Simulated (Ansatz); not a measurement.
Wanted: the native input for an Ansatz 0.2.0 run.

* Task: single point
* Functional: PBE
* Potentials or basis: Ansatz PAW
* Cutoff: 420 eV (not typed: the program's choice for these potentials)
* k mesh: 8 × 8 × 8
* Occupations: fermi-dirac, width 0.05 eV
* Spin: no spin polarisation

Crystal: GaAs.

```
As Ga
1.0
     0.00000    2.82685    2.82685
     2.82685    0.00000    2.82685
     2.82685    2.82685    0.00000
As Ga
1 1
Direct
  0.75000 0.75000 0.75000
  0.00000 0.00000 0.00000
```

These files were run (other wordings do the same):

input.yaml

```yaml
crystal:
  lattice:
    - [0.0, 2.82685, 2.82685]
    - [2.82685, 0.0, 2.82685]
    - [2.82685, 2.82685, 0.0]
  atoms:
    - { symbol: As, position: [0.75, 0.75, 0.75] }
    - { symbol: Ga, position: [0.0, 0.0, 0.0] }
hamiltonian:
  xc: pbe
  pseudopotentials: { kind: paw }
kpoints:
  mp_grid: { grid: [8, 8, 8] }
scf:
  occupations: { method: fermi_dirac, width: 0.05 }
output:
  forces: true
  stress: true
  eigenvalues: true
```

Potentials or basis: Ansatz PAW.

Run with:

```bash
$ ansatz run input.yaml --threads 1 --pin off --max-ram 2560MiB --backend cpu --events-out ev --progress --plain --runs-dir out
```

Results of the run:

```json
{
 "Pressure": "3.3 GPa",
 "Band gap on the k mesh": "0.52 eV, direct"
}
```

Run time: 2.5 s on 1 thread of Arm Neoverse V2, on a shared host, peak memory 0.31 GiB.
